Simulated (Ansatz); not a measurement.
Runs of Ansatz 0.2.0 on ZnCu2SnS4. Symmetry: I-4, No. 82, tetragonal system. The conventional cell has a = 5.434 Å, b = 5.434 Å, c = 10.850 Å, α = 90.00°, β = 90.00°, γ = 90.00°. Sn (site symmetry -4) has 4 S at 2.41 Å as nearest neighbours. Zn (site symmetry -4) is surrounded by 4 S at 2.33 Å. Cu (site symmetry -4) is surrounded by 4 S at 2.33 Å. Cu (site symmetry -4) is surrounded by 4 S at 2.33 Å. S (site symmetry 1) is surrounded by 1 Zn at 2.33 Å and 2 Cu at 2.33 Å and 1 Sn at 2.41 Å. 

| level | cutoff (eV) | gap on the mesh (eV) | pressure (GPa) | largest force (eV/Å) |
| --- | --- | --- | --- | --- |
| PBEsol | 420 | 0.23 | -1.7 | 0.66 |
| r2SCAN | 500 | (a) | (b) | 0.45 |
| BLYP | 420 | 0.28 | 6.5 | 0.63 |
| RPBE | 420 | 0.37 | 4.5 | 0.57 |
| revPBE | 420 | 0.35 | 3.9 | 0.58 |
| LDA | 420 | 0.18 | -4.1 | 0.68 |

Alike in all rows: task band structure; potentials or basis Ansatz PAW; no spin polarisation; cell as given; k mesh 7 × 7 × 7; smearing fermi-dirac 0.05 eV.

Problem. Estimate the missing entries.

Solution. (a) 0.60; (b) -0.2.

Caveats: spin-orbit coupling is left out, which moves the levels of the heavy elements; the PAW data sets come from PBE, with cores solved anew for the run's functional, which leaves a small shift of forces and pressure.

A k mesh can miss the band edges, and the runs leave out spin-orbit coupling on Sn.

Runs at the PBE level aren't shown here.
